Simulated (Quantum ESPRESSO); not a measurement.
# Hf (Im-3m) in Quantum ESPRESSO: settings compared

One crystal, Hf, is run at these levels: PBEsol, PBE; tasks: band structure.

Everything below comes from runs of Quantum ESPRESSO 7.5. Logs are shortened: lines on timing, memory, paths and dates and some standing lists are left out, and cuts for length are marked.

### Step 1. The structure

The structure is cubic, space group Im-3m (No. 229). The conventional cell has a = 3.610 Å, b = 3.610 Å, c = 3.610 Å, α = 90.00°, β = 90.00°, γ = 90.00°. Hf (site symmetry m-3m) has 8 Hf at 3.13 Å as nearest neighbours.

This isn't the form of Hf at room conditions, which is hcp.

### Step 2. Band structure, PBEsol

File pw.in:

```
&CONTROL
  calculation = 'scf'
  prefix = 'pwscf'
  outdir = './tmp'
  pseudo_dir = './pseudo'
  tprnfor = .true.
  tstress = .true.
  disk_io = 'low'
/
&SYSTEM
  ibrav = 0
  nat = 1
  ntyp = 1
  ecutwfc = 65
  nbnd = 20
  input_dft = 'pbesol'
  occupations = 'smearing'
  smearing = 'fd'
  degauss = 0.00367493
/
&ELECTRONS
  conv_thr = 2d-10
  electron_maxstep = 120
  mixing_beta = 0.5
/
ATOMIC_SPECIES
Hf   178.4900 Hf_ONCV_PBE-1.2.upf
CELL_PARAMETERS angstrom
  -1.8050000000    1.8050000000    1.8050000000
   1.8050000000   -1.8050000000    1.8050000000
   1.8050000000    1.8050000000   -1.8050000000
ATOMIC_POSITIONS angstrom
Hf     0.0000000000    0.0000000000    0.0000000000
K_POINTS automatic
10 10 10 0 0 0
```

File bands.in:

```
&CONTROL
  calculation = 'bands'
  prefix = 'pwscf'
  outdir = './tmp'
  pseudo_dir = './pseudo'
  disk_io = 'low'
  verbosity = 'high'
/
&SYSTEM
  ibrav = 0
  nat = 1
  ntyp = 1
  ecutwfc = 65
  nbnd = 20
  input_dft = 'pbesol'
  occupations = 'smearing'
  smearing = 'fd'
  degauss = 0.00367493
/
&ELECTRONS
  conv_thr = 1d-08
  electron_maxstep = 120
  mixing_beta = 0.5
  diago_full_acc = .true.
  startingwfc = 'random'
/
ATOMIC_SPECIES
Hf   178.4900 Hf_ONCV_PBE-1.2.upf
CELL_PARAMETERS angstrom
  -1.8050000000    1.8050000000    1.8050000000
   1.8050000000   -1.8050000000    1.8050000000
   1.8050000000    1.8050000000   -1.8050000000
ATOMIC_POSITIONS angstrom
Hf     0.0000000000    0.0000000000    0.0000000000
K_POINTS crystal
60
 0.0000000000  0.0000000000  0.0000000000 1
 0.0416666667 -0.0416666667  0.0416666667 1
 0.0833333333 -0.0833333333  0.0833333333 1
 0.1250000000 -0.1250000000  0.1250000000 1
 0.1666666667 -0.1666666667  0.1666666667 1
 0.2083333333 -0.2083333333  0.2083333333 1
 0.2500000000 -0.2500000000  0.2500000000 1
 0.2916666667 -0.2916666667  0.2916666667 1
 0.3333333333 -0.3333333333  0.3333333333 1
 0.3750000000 -0.3750000000  0.3750000000 1
 0.4166666667 -0.4166666667  0.4166666667 1
 0.4583333333 -0.4583333333  0.4583333333 1
 0.5000000000 -0.5000000000  0.5000000000 1
 0.4375000000 -0.4375000000  0.5000000000 1
 0.3750000000 -0.3750000000  0.5000000000 1
 0.3125000000 -0.3125000000  0.5000000000 1
 0.2500000000 -0.2500000000  0.5000000000 1
 0.1875000000 -0.1875000000  0.5000000000 1
 0.1250000000 -0.1250000000  0.5000000000 1
 0.0625000000 -0.0625000000  0.5000000000 1
 0.0000000000  0.0000000000  0.5000000000 1
 0.0000000000  0.0000000000  0.4444444444 1
 0.0000000000  0.0000000000  0.3888888889 1
 0.0000000000  0.0000000000  0.3333333333 1
 0.0000000000  0.0000000000  0.2777777778 1
 0.0000000000  0.0000000000  0.2222222222 1
 0.0000000000  0.0000000000  0.1666666667 1
 0.0000000000  0.0000000000  0.1111111111 1
 0.0000000000  0.0000000000  0.0555555556 1
 0.0000000000  0.0000000000  0.0000000000 1
 0.0227272727  0.0227272727  0.0227272727 1
 0.0454545455  0.0454545455  0.0454545455 1
 0.0681818182  0.0681818182  0.0681818182 1
 0.0909090909  0.0909090909  0.0909090909 1
 0.1136363636  0.1136363636  0.1136363636 1
 0.1363636364  0.1363636364  0.1363636364 1
 0.1590909091  0.1590909091  0.1590909091 1
 0.1818181818  0.1818181818  0.1818181818 1
 0.2045454545  0.2045454545  0.2045454545 1
 0.2272727273  0.2272727273  0.2272727273 1
 0.2500000000  0.2500000000  0.2500000000 1
 0.2708333333  0.1875000000  0.2708333333 1
 0.2916666667  0.1250000000  0.2916666667 1
 0.3125000000  0.0625000000  0.3125000000 1
 0.3333333333  0.0000000000  0.3333333333 1
 0.3541666667 -0.0625000000  0.3541666667 1
 0.3750000000 -0.1250000000  0.3750000000 1
 0.3958333333 -0.1875000000  0.3958333333 1
 0.4166666667 -0.2500000000  0.4166666667 1
 0.4375000000 -0.3125000000  0.4375000000 1
 0.4583333333 -0.3750000000  0.4583333333 1
 0.4791666667 -0.4375000000  0.4791666667 1
 0.5000000000 -0.5000000000  0.5000000000 1
 0.2500000000  0.2500000000  0.2500000000 1
 0.2083333333  0.2083333333  0.2916666667 1
 0.1666666667  0.1666666667  0.3333333333 1
 0.1250000000  0.1250000000  0.3750000000 1
 0.0833333333  0.0833333333  0.4166666667 1
 0.0416666667  0.0416666667  0.4583333333 1
 0.0000000000  0.0000000000  0.5000000000 1
```

Potentials or basis: SG15 PBE 1.2.

Launch:

```sh
> OMP_NUM_THREADS=1 pw.x -in pw.in > pw.out
> OMP_NUM_THREADS=1 pw.x -in bands.in > bands.out
```

pw.out:

```text
This program is part of the open-source Quantum ESPRESSO suite
     for quantum simulation of materials; please cite
         "P. Giannozzi et al., J. Phys.:Condens. Matter 21 395502 (2009);
         "P. Giannozzi et al., J. Phys.:Condens. Matter 29 465901 (2017);
         "P. Giannozzi et al., J. Chem. Phys. 152 154105 (2020);
     in publications or presentations arising from this work. More details at

     IMPORTANT: XC functional enforced from input :
     Exchange-correlation= PBESOL
                           (   1   4  10   8   0   0   0)
     Any further DFT definition will be discarded
     Please, verify this is what you really want

     Message from routine setup:
     using ibrav=0 with symmetry is DISCOURAGED, use correct ibrav instead

     G-vector sticks info
     --------------------
     sticks:   dense  smooth     PW     G-vecs:    dense   smooth      PW
     Sum         689     689    241                11297    11297    2347

     Using Slab Decomposition

     bravais-lattice index     =            0
     lattice parameter (alat)  =       5.9079  a.u.
     unit-cell volume          =     158.7407 (a.u.)^3
     number of atoms/cell      =            1
     number of atomic types    =            1
     number of electrons       =        26.00
     number of Kohn-Sham states=           20
     kinetic-energy cutoff     =      65.0000  Ry
     charge density cutoff     =     260.0000  Ry
     scf convergence threshold =      2.0E-10
     mixing beta               =       0.5000
     number of iterations used =            8  plain     mixing
     Exchange-correlation= PBESOL
                           (   1   4  10   8   0   0   0)

     celldm(1)=   5.907948  celldm(2)=   0.000000  celldm(3)=   0.000000
     celldm(4)=   0.000000  celldm(5)=   0.000000  celldm(6)=   0.000000

     crystal axes: (cart. coord. in units of alat)
               a(1) = (  -0.577350   0.577350   0.577350 )
               a(2) = (   0.577350  -0.577350   0.577350 )
               a(3) = (   0.577350   0.577350  -0.577350 )

     reciprocal axes: (cart. coord. in units 2 pi/alat)
               b(1) = ( -0.000000  0.866025  0.866025 )
               b(2) = (  0.866025 -0.000000  0.866025 )
               b(3) = (  0.866025  0.866025  0.000000 )

     PseudoPot. # 1 for Hf read from file:
     Hf_ONCV_PBE-1.2.upf
     Pseudo is Norm-conserving, Zval = 26.0
     Generated using ONCVPSP code by D. R. Hamann
     Using radial grid of  602 points,  8 beta functions with:
                l(1) =   0
                l(2) =   0
                l(3) =   1
                l(4) =   1
                l(5) =   2
                l(6) =   2
                l(7) =   3
                l(8) =   3

     atomic species   valence    mass     pseudopotential
     Hf               26.00   178.49000     Hf( 1.00)

     48 Sym. Ops., with inversion, found

   Cartesian axes

     site n.     atom                  positions (alat units)
         1        Hf     tau(   1) = (   0.0000000   0.0000000   0.0000000  )

     number of k points=    47  Fermi-Dirac smearing, width (Ry)=  0.0037
                       cart. coord. in units 2pi/alat
        k(    1) = (   0.0000000   0.0000000   0.0000000), wk =   0.0020000
        k(    2) = (   0.0866025   0.0866025   0.0000000), wk =   0.0240000
        k(    3) = (   0.1732051   0.1732051   0.0000000), wk =   0.0240000
        k(    4) = (   0.2598076   0.2598076   0.0000000), wk =   0.0240000
        k(    5) = (   0.3464102   0.3464102   0.0000000), wk =   0.0240000
        k(    6) = (  -0.4330127  -0.4330127   0.0000000), wk =   0.0120000
[... 39 lines left out ...]
        k(   46) = (  -0.8660254  -0.0866025  -0.0866025), wk =   0.0240000
        k(   47) = (  -0.8660254  -0.8660254  -0.8660254), wk =   0.0020000

     Dense  grid:    11297 G-vectors     FFT dimensions: (  32,  32,  32)

     Initial potential from superposition of free atoms

     starting charge      25.8785, renormalised to      26.0000
     Starting wfcs are random

     Self-consistent Calculation

     iteration #  1     ecut=    65.00 Ry     beta= 0.50
     Davidson diagonalization with overlap
     ethr =  1.00E-02,  avg # of iterations =  9.7

     Threshold (ethr) on eigenvalues was too large:
     Diagonalizing with lowered threshold

     Davidson diagonalization with overlap
     ethr =  3.37E-04,  avg # of iterations =  2.2

     total energy              =    -446.97349346 Ry
     estimated scf accuracy    <       0.07311500 Ry

     iteration #  2     ecut=    65.00 Ry     beta= 0.50
     Davidson diagonalization with overlap
     ethr =  2.81E-04,  avg # of iterations =  2.0
[... 43 lines left out ...]
     total energy              =    -446.98988415 Ry
     estimated scf accuracy    <          7.9E-10 Ry

     iteration #  9     ecut=    65.00 Ry     beta= 0.50
     Davidson diagonalization with overlap
     ethr =  3.04E-12,  avg # of iterations =  2.0

     End of self-consistent calculation

          k = 0.0000 0.0000 0.0000 (  1433 PWs)   bands (ev):

   -39.3436  -7.6102  -7.6102  -7.6102  10.9790  10.9790  10.9790  11.0501
    11.0517  11.0517  11.0517  15.4367  23.8236  23.8236  23.8236  26.4800
    26.4800  35.3516  35.3516  35.3516

          k = 0.0866 0.0866 0.0000 (  1435 PWs)   bands (ev):

   -39.3385  -7.6805  -7.6325  -7.6104  10.9810  10.9835  10.9837  11.0427
    11.0474  11.0502  11.0517  15.7823  23.5905  23.7175  24.1685  26.1509
    26.4834  35.6478  35.9757  36.2172
[... 13 lines left out ...]
          k = 0.3464 0.3464 0.0000 (  1398 PWs)   bands (ev):

   -39.2948  -8.2433  -7.8180  -7.6122  10.9853  10.9894  11.0062  11.0231
    11.0366  11.0463  11.0541  18.8624  22.0668  22.8005  26.3486  27.0659
    28.5180  32.7084  33.1766  37.2293

          k =-0.4330-0.4330 0.0000 (  1416 PWs)   bands (ev):

   -39.2896  -8.3063  -7.8395  -7.6124  10.9793  10.9891  11.0032  11.0279
    11.0420  11.0471  11.0544  19.0964  21.9213  23.2249  26.2720  27.2397
    29.5558  31.8393  32.5942  35.8237

          k = 0.1732 0.0866 0.0866 (  1411 PWs)   bands (ev):

   -39.3292  -7.8045  -7.6573  -7.6272  10.9849  10.9912  10.9921  11.0285
    11.0429  11.0479  11.0501  16.4339  23.2703  23.3243  24.8836  25.7681
    26.6367  36.1500  36.7292  37.2351
[... 91 lines left out ...]
          k = 0.5196 0.3464 0.3464 (  1406 PWs)   bands (ev):

   -39.2859  -8.0515  -8.0515  -7.7582  10.9812  11.0122  11.0122  11.0310
    11.0310  11.0355  11.0368  21.0128  21.8553  21.8553  27.1794  27.1794
    28.3530  32.5996  32.5996  35.0416

          k =-0.0000-0.1732 0.3464 (  1404 PWs)   bands (ev):

   -39.3040  -8.0656  -7.7860  -7.6643  10.9931  10.9987  11.0106  11.0134
    11.0273  11.0430  11.0484  18.2692  22.5835  22.7889  25.2284  26.6011
    27.2121  34.0185  36.2577  39.2040

          k = 0.0866-0.0866 0.3464 (  1412 PWs)   bands (ev):

   -39.3059  -7.9977  -7.7823  -7.7021  10.9959  11.0024  11.0075  11.0133
    11.0265  11.0415  11.0454  18.1210  22.6667  23.1974  24.6776  26.0870
    27.2969  34.4462  37.5752  38.9360
[... 49 lines left out ...]
          k = 0.0000 0.0000 0.3464 (  1417 PWs)   bands (ev):

   -39.3080  -7.8943  -7.7752  -7.7752  10.9978  11.0079  11.0084  11.0084
    11.0247  11.0417  11.0417  17.9126  23.3449  23.7862  23.7862  25.1623
    27.3624  34.9536  38.4942  39.0387

          k =-0.0000-0.0866 0.4330 (  1403 PWs)   bands (ev):

   -39.2926  -8.0429  -7.8498  -7.7971  10.9892  11.0048  11.0142  11.0203
    11.0244  11.0379  11.0389  19.0466  22.2510  23.6447  24.3623  26.3883
    27.1119  34.1761  37.7256  38.0561

          k = 0.0000-0.1732 0.5196 (  1412 PWs)   bands (ev):

   -39.2802  -8.1831  -7.9094  -7.7906  10.9741  11.0049  11.0102  11.0304
    11.0358  11.0377  11.0389  19.9531  21.6953  23.3670  24.6109  27.4762
    28.1692  32.9287  35.7550  36.3625
[... 19 lines left out ...]
          k =-0.6928-0.1732-0.1732 (  1400 PWs)   bands (ev):

   -39.2676  -8.1186  -8.1186  -7.8291  10.9611  11.0118  11.0118  11.0267
    11.0369  11.0369  11.0477  21.0222  21.0222  22.6024  26.7946  26.7946
    30.2238  31.9645  31.9645  39.5177

          k =-0.0000-0.0000 0.5196 (  1409 PWs)   bands (ev):

   -39.2785  -8.0437  -7.9276  -7.9276  10.9745  11.0121  11.0198  11.0253
    11.0253  11.0359  11.0359  19.9001  21.5471  24.5754  24.5754  26.5824
    26.6138  35.1278  36.3458  36.3458

          k = 0.0000-0.0866 0.6062 (  1391 PWs)   bands (ev):

   -39.2671  -8.1296  -7.9897  -7.9443  10.9615  11.0104  11.0187  11.0244
    11.0333  11.0409  11.0421  20.4319  20.9340  24.8202  24.8215  27.2917
    27.9397  33.2912  34.2517  36.8610
[... 25 lines left out ...]
          k =-0.8660-0.8660-0.8660 (  1368 PWs)   bands (ev):

   -39.2484  -8.1027  -8.1027  -8.1027  10.9416  11.0149  11.0149  11.0149
    11.0517  11.0517  11.0517  19.9782  19.9782  28.7830  28.7830  28.7830
    29.1527  29.1527  29.1527  34.2243

     the Fermi energy is    22.3454 ev

!    total energy              =    -446.98988415 Ry
     estimated scf accuracy    <          7.6E-11 Ry
     smearing contrib. (-TS)   =      -0.00112655 Ry
     internal energy E=F+TS    =    -446.98875760 Ry

     The total energy is F=E-TS. E is the sum of the following terms:
     one-electron contribution =    -154.65301573 Ry
     hartree contribution      =     106.20427939 Ry
     xc contribution           =     -37.91941214 Ry
     ewald contribution        =    -360.62060912 Ry

     convergence has been achieved in   9 iterations

     Forces acting on atoms (cartesian axes, Ry/au):

     atom    1 type  1   force =     0.00000000    0.00000000    0.00000000

     Total force =     0.000000     Total SCF correction =     0.000000

     Computing stress (Cartesian axis) and pressure

          total   stress  (Ry/bohr**3)                   (kbar)     P=      -85.52
  -0.00058138  -0.00000000  -0.00000000          -85.52       -0.00       -0.00
  -0.00000000  -0.00058138  -0.00000000           -0.00      -85.52       -0.00
  -0.00000000  -0.00000000  -0.00058138           -0.00       -0.00      -85.52

=------------------------------------------------------------------------------=
   JOB DONE.
=------------------------------------------------------------------------------=
```

Wall time 36 s (1 thread of Arm Neoverse V1, shared host); peak memory 0.09 GiB.

What came out:

```yaml
Free_energy: -6081.6072 eV
Pressure: -8.6 GPa
Band_gap_on_the_k_mesh: none (metal or under the smearing width)
```

Levels at the corners of the path, in eV from the Fermi level:
| point | band 10 | band 11 | band 12 | band 13 | band 14 | band 15 | band 16 | band 17 |
| --- | --- | --- | --- | --- | --- | --- | --- | --- |
| Γ | -11.29 | -11.29 | -6.91 | 1.48 | 1.48 | 1.48 | 4.13 | 4.13 |
| H | -11.29 | -11.29 | -2.37 | -2.37 | 6.44 | 6.44 | 6.44 | 6.81 |
| N | -11.30 | -11.29 | -3.25 | -0.42 | 0.88 | 3.93 | 4.89 | 7.21 |
| Γ | -11.29 | -11.29 | -6.91 | 1.48 | 1.48 | 1.48 | 4.13 | 4.13 |
| P | -11.32 | -11.32 | -0.64 | -0.64 | -0.64 | 5.04 | 5.04 | 5.15 |
| H | -11.29 | -11.29 | -2.37 | -2.37 | 6.44 | 6.44 | 6.44 | 6.81 |
| P | -11.32 | -11.32 | -0.64 | -0.64 | -0.64 | 5.04 | 5.04 | 5.15 |
| N | -11.30 | -11.29 | -3.25 | -0.42 | 0.88 | 3.93 | 4.89 | 7.21 |

Caveat: the potentials were made for another functional, which shifts forces and pressure; spin-orbit coupling is left out, which moves the levels of the heavy elements.

### Step 3. Band structure, PBE

pw.in: that of step 2 with these lines changed.

```diff
@@ -15,3 +15,2 @@
   nbnd = 20
-  input_dft = 'pbesol'
   occupations = 'smearing'
```

File pp_density.in:

```
&INPUTPP
  prefix = 'pwscf'
  outdir = './tmp'
  filplot = 'density.dat'
  plot_num = 0
/
&PLOT
  nfile = 1
  filepp(1) = 'density.dat'
  iflag = 3
  output_format = 6
  fileout = 'density.cube'
/
```

File pp_potential.in:

```
&INPUTPP
  prefix = 'pwscf'
  outdir = './tmp'
  filplot = 'potential.dat'
  plot_num = 11
/
&PLOT
  nfile = 1
  filepp(1) = 'potential.dat'
  iflag = 3
  output_format = 6
  fileout = 'potential.cube'
/
```

File pp_elf.in:

```
&INPUTPP
  prefix = 'pwscf'
  outdir = './tmp'
  filplot = 'elf.dat'
  plot_num = 8
/
&PLOT
  nfile = 1
  filepp(1) = 'elf.dat'
  iflag = 3
  output_format = 6
  fileout = 'elf.cube'
/
```

bands.in: that of step 2 with these lines changed.

```diff
@@ -14,3 +14,2 @@
   nbnd = 20
-  input_dft = 'pbesol'
   occupations = 'smearing'
```

Potentials or basis: SG15 PBE 1.2.

Launch:

```sh
> OMP_NUM_THREADS=1 pw.x -in pw.in > pw.out
> OMP_NUM_THREADS=1 pp.x -in pp_density.in > pp_density.out
> OMP_NUM_THREADS=1 pp.x -in pp_potential.in > pp_potential.out
> OMP_NUM_THREADS=1 pp.x -in pp_elf.in > pp_elf.out
> OMP_NUM_THREADS=1 pw.x -in bands.in > bands.out
```

It took 37 s on 1 thread of Arm Neoverse V1, shared host; peak memory 0.09 GiB.

The run converged. Its results:

* Free energy: -6087.5411 eV
* Pressure: -4.7 GPa
* Band gap on the k mesh: none (metal or under the smearing width)

Levels at the corners of the path, in eV from the Fermi level:
| point | band 10 | band 11 | band 12 | band 13 | band 14 | band 15 | band 16 | band 17 |
| --- | --- | --- | --- | --- | --- | --- | --- | --- |
| Γ | -11.54 | -11.54 | -6.87 | 1.48 | 1.48 | 1.48 | 4.11 | 4.11 |
| H | -11.54 | -11.54 | -2.37 | -2.37 | 6.39 | 6.39 | 6.39 | 6.84 |
| N | -11.54 | -11.53 | -3.22 | -0.42 | 0.88 | 3.91 | 4.86 | 7.15 |
| Γ | -11.54 | -11.54 | -6.87 | 1.48 | 1.48 | 1.48 | 4.11 | 4.11 |
| P | -11.56 | -11.56 | -0.64 | -0.64 | -0.64 | 5.00 | 5.00 | 5.25 |
| H | -11.54 | -11.54 | -2.37 | -2.37 | 6.39 | 6.39 | 6.39 | 6.84 |
| P | -11.56 | -11.56 | -0.64 | -0.64 | -0.64 | 5.00 | 5.00 | 5.25 |
| N | -11.54 | -11.53 | -3.22 | -0.42 | 0.88 | 3.91 | 4.86 | 7.15 |

Caveat: spin-orbit coupling is left out, which moves the levels of the heavy elements.
